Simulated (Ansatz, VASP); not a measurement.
MgO: VASP beside Ansatz

The input INCAR:

```
ALGO = Normal
EDIFF = 1E-6
ENCUT = 520
ISIF = 2
ISMEAR = 0
LASPH = True
LCHARG = False
LMIXTAU = True
LREAL = False
LWAVE = False
METAGGA = R2SCAN
NBANDS = 11
NELM = 100
PREC = Accurate
SIGMA = 0.05
```

Contents of KPOINTS:

```
k-points
0
Gamma
  10 10 10
```

Contents of POSCAR:

```
MgO
1.0
    0.0000000000      2.1351500000      2.1351500000
    2.2472453750      0.0000000000      2.1351500000
    2.2472453750      2.1351500000      0.0000000000
Mg O
1 1
Direct
    0.0000000000      0.0000000000      0.0000000000
    0.5000000000      0.5000000000      0.5000000000
```

Input for Ansatz:

```yaml
crystal:
  lattice:
    - [0.0, 2.13515, 2.13515]
    - [2.247245375, 0.0, 2.13515]
    - [2.247245375, 2.13515, 0.0]
  atoms:
    - { symbol: Mg, position: [0.0, 0.0, 0.0] }
    - { symbol: O, position: [0.5, 0.5, 0.5] }
basis:
  ecutwfc: 500
kpoints:
  mp_grid: { grid: [10, 10, 10] }
hamiltonian:
  xc: r2scan
scf:
  occupations: { method: gaussian, width: 0.05 }
output:
  forces: true
  stress: true
  eigenvalues: true
```

Change from the starting cell: strain +0.0525 x Voigt [1, 0, 0, 0, 0, 0], atoms carried along.

Alike in both runs: task single point; functional r2SCAN; k mesh 10 × 10 × 10; occupations gaussian, width 0.05 eV; no spin polarisation.

```csv
,VASP,Ansatz
version,VASP 6.6.1,Ansatz 0.2.0
potentials or method,"VASP PAW PBE potentials, release 64 (Mg, O)","scalar-relativistic, plane waves, PAW"
plane-wave cutoff (eV),520,500
valence electrons in the cell,8,16
```

VASP gave:

| Property | Result |
| --- | --- |
| gap on the k mesh at the Fermi level (eV) | 4.64 |
| least direct gap on the mesh (eV) | 4.64 |
| pressure (GPa) | -13.8 |
| largest component of the traceless stress (GPa) | 3.38 |

Q: Estimate Ansatz's values.

A: gap on the k mesh at the Fermi level (eV): 4.67; least direct gap on the mesh (eV): 4.67; pressure (GPa): -12.7; largest component of the traceless stress (GPa): 3.47.

The two sets of potentials don't hold the same shells in valence.

Caveats: the PAW data sets were made with another functional, which shifts forces and pressure a little (VASP).
